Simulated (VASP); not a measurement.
A run of VASP 6.6.1:

The input INCAR:

```
SYSTEM = CdSe
  PREC = Accurate
  ENCUT = 520
  EDIFF = 1E-6
  ISMEAR = 0
  SIGMA = 0.02
  LREAL = .FALSE.
  LASPH = .TRUE.
  NELM = 100
  ALGO = Normal
  ISIF = 2
  LWAVE = .FALSE.
  LCHARG = .TRUE.
  GGA = PS
  LELF = .TRUE.
  LVHAR = .TRUE.
  NBANDS = 16
```

The input KPOINTS:

```
Automatic mesh
0
G
  10 10 10
  0 0 0
```

Contents of POSCAR:

```
CdSe
1.0
    0.0000000000      3.0128000000      3.0128000000
    3.0128000000      0.0000000000      3.0128000000
    3.0128000000      3.0128000000      0.0000000000
Cd Se
1 1
Direct
    0.0000000000      0.0000000000      0.0000000000
    0.2500000000      0.2500000000      0.2500000000
```

Potentials or basis: VASP PAW PBE potentials, release 64 (Cd, Se).

Launch:

```sh
$ cat potpaw_PBE.64/Cd/POTCAR potpaw_PBE.64/Se/POTCAR > POTCAR
$ mpirun -np 1 vasp_std > vasp.out
```

Hardware: 1 thread of AMD EPYC 9R45 96-Core Processor (Zen 5) (shared host).

Problem. How long does it take, and how much memory?

Solution. It took 19 s on 1 thread of AMD EPYC 9R45 96-Core Processor (Zen 5), on a shared host, peak memory 0.17 GiB. Counts: scf iterations 12, k points 47.
